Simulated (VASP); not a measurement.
Te:

```
Te
1.0
     4.45400    0.00000    0.00000
    -2.22700    3.85728    0.00000
     0.00000    0.00000    5.92400
Te
3
Direct
  0.26900 0.00000 0.33333
  0.00000 0.26900 0.66667
  0.73100 0.73100 0.00000
```

```yaml
Program: VASP 6.6.1
Task: relaxation of cell and atoms
Functional: PBE
Potentials_or_basis: VASP PAW PBE potentials, release 64 (Te)
Cutoff: 600 eV
k_mesh: 9 × 9 × 6
Occupations: gaussian, width 0.03 eV
Spin: no spin polarisation
```

At the start: pressure 1.4 GPa; volume 33.93 Å³/atom.

Task: How do energy, volume and symmetry change on relaxing?

Result: Over 8 steps the energy falls by 4.6 meV/atom and the volume is 35.06 Å³/atom (+3.4 %); space group P3_121 (No. 152, to 0.05 Å).

The path:
```csv
step,energy change (eV),largest force (eV/Å),pressure (GPa),volume (Å³)
1,0.0000,0.1622,1.45,101.78
2,-0.0076,0.1035,-0.84,106.36
3,-0.0133,0.0036,0.02,104.50
4,-0.0135,0.0052,0.02,104.57
5,-0.0138,0.0102,0.02,104.79
6,-0.0138,0.0115,0.01,104.86
7,-0.0138,0.0104,0.00,104.94
8,-0.0139,0.0071,-0.02,105.19
```

Final structure:
```cif
data_structure
_symmetry_space_group_name_H-M 'P 1'
_symmetry_Int_Tables_number 1
_cell_length_a 4.5159
_cell_length_b 4.5159
_cell_length_c 5.9563
_cell_angle_alpha 90.000
_cell_angle_beta 90.000
_cell_angle_gamma 120.000
_cell_volume 105.19
loop_
_atom_site_label
_atom_site_type_symbol
_atom_site_fract_x
_atom_site_fract_y
_atom_site_fract_z
_atom_site_occupancy
Te1 Te 0.26909 0.00000 0.33333 1
Te2 Te 0.00000 0.26909 0.66667 1
Te3 Te 0.73091 0.73091 0.00000 1
```
